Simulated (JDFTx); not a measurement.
The system is ZnCu.

```
CELL_PARAMETERS angstrom
2.94500 0.00000 0.00000
0.00000 2.94500 0.00000
0.00000 0.00000 2.94500
ATOMIC_POSITIONS crystal
Zn 0.50000 0.50000 0.50000
Cu 0.00000 0.00000 0.00000
```

| Property | Result |
| --- | --- |
| Program | JDFTx 1.7.0 (patched build) |
| Task | single point |
| Functional | PBEsol |
| Potentials or basis | PseudoDojo-SR-PBEsol-0.4.1-standard with smoothed tails |
| Cutoff | 1252 eV |
| Density cutoff | 10014 eV |
| k mesh | 9 × 9 × 9 |
| Occupations | fermi-dirac, width 0.05 eV |
| Spin | no spin polarisation |

On this cell: pressure -4.7 GPa; largest force zero by symmetry; band gap on the k mesh none (metal or under the smearing width).

The same run follows on a disturbed copy (atoms moved at random, drawn with an rms of 0.05 Å):

```
Zn Cu
1.0
     2.94500    0.00000    0.00000
     0.00000    2.94500    0.00000
     0.00000    0.00000    2.94500
Zn Cu
1 1
Direct
  0.51110 0.50424 0.49528
  0.97717 0.99097 0.00355
```

What changes?

The energy (extrapolated to zero smearing) moves by +13.7 meV/atom; pressure -4.0 GPa; largest force 0.500 eV/Å; band gap on the k mesh none (metal or under the smearing width).

Forces on the atoms (eV/Å):
```
Zn  -0.449 -0.183  0.114
Cu   0.451  0.183 -0.115
```

Stress tensor (GPa, compression positive):
```
-4.34  0.43 -0.27
 0.43 -3.90 -0.11
-0.27 -0.11 -3.85
```
